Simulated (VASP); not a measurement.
## TaSi2: atomic charges with PBE

Crystal: TaSi2.

```
Ta Si
1.0
     4.78390    0.00000    0.00000
    -2.39195    4.14298    0.00000
     0.00000    0.00000    6.57000
Ta Si
3 6
Cartesian
  -1.1960 2.0715 2.1900
  1.1960 2.0715 4.3800
  2.3920 0.0000 0.0000
  1.1407 0.6586 2.1900
  -1.2512 3.4844 4.3800
  2.3920 2.8258 0.0000
  1.2512 3.4844 2.1900
  3.6432 0.6586 4.3800
  0.0000 1.3172 0.0000
```

```yaml
Program: VASP 6.6.1
Task: atomic charges
Functional: PBE
Potentials_or_basis: VASP PAW PBE potentials, release 64 (Ta_pv, Si)
Cutoff: 520 eV
k_mesh: 5 × 5 × 3
Occupations: gaussian, width 0.02 eV
Spin: no spin polarisation
Further_INCAR_settings: ALGO = Fast; EDIFF = 1e-06
```

| Quantity | Value |
| --- | --- |
| Pressure | 2.7 GPa |
| Largest force | 0.054 eV/Å |
| Band gap on the k mesh | none (metal or under the smearing width) |
| Valence electrons inside the program's atomic spheres | Ta 9.01; Si 1.64 |

Forces in eV/Å, atoms in the order of the input:
```
Ta   0.000  0.000  0.000
Ta   0.000  0.000  0.000
Ta   0.000  0.000  0.000
Si  -0.047 -0.027  0.000
Si  -0.047  0.027  0.000
Si   0.000  0.054  0.000
Si   0.047  0.027  0.000
Si   0.047 -0.027  0.000
Si   0.000 -0.054  0.000
```

Stress tensor (GPa, compression positive):
```
3.29 0.00 0.00
0.00 3.29 0.00
0.00 0.00 1.40
```

Levels at points of the mesh, in eV from the Fermi level:
```csv
k point,band 27,band 28,band 29,band 30,band 31,band 32
"(0.00, 0.00, 0.00)",-2.18,-2.18,-1.48,0.74,2.99,3.00
```

Run time: 84 s on 1 thread of Intel(R) Xeon(R) Platinum 8488C (Sapphire Rapids) (shared host), peak memory 0.25 GiB.

The run has no spin-orbit coupling, so splittings on Ta are missing.
